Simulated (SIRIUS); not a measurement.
## In in SIRIUS: the effect of functional

The system is In.

```xyz
1
Lattice="-1.6255 1.6255 2.4737 1.6255 -1.6255 2.4737 1.6255 1.6255 -2.4737" Properties=species:S:1:pos:R:3 pbc="T T T"
In    0.0000    0.0000    0.0000
```

Alike in all runs:

```yaml
Program: SIRIUS 7.10.0
Task: single point
Potentials_or_basis: PseudoDojo 0.4.1 PBE standard (scalar relativistic)
Cutoff: 960 eV
Density_cutoff: 3840 eV
k_mesh: 9 × 9 × 9
Occupations: fermi-dirac, width 0.05 eV
Spin: no spin polarisation
```

```tsv
functional	pressure (GPa)
LDA	-2.2
PBEsol	-0.8
RPBE	3.7
revPBE	3.2
BLYP	?
PW91	2.2
AM05	-0.7
GAM	2.6
WC	-0.5
BPBE	2.1
```

Q: What does the run with functional BLYP give?

A: Pressure 6.5 GPa.

Caveats: the potentials were made for another functional, which shifts forces and pressure.

Runs at the PBE level aren't shown here.
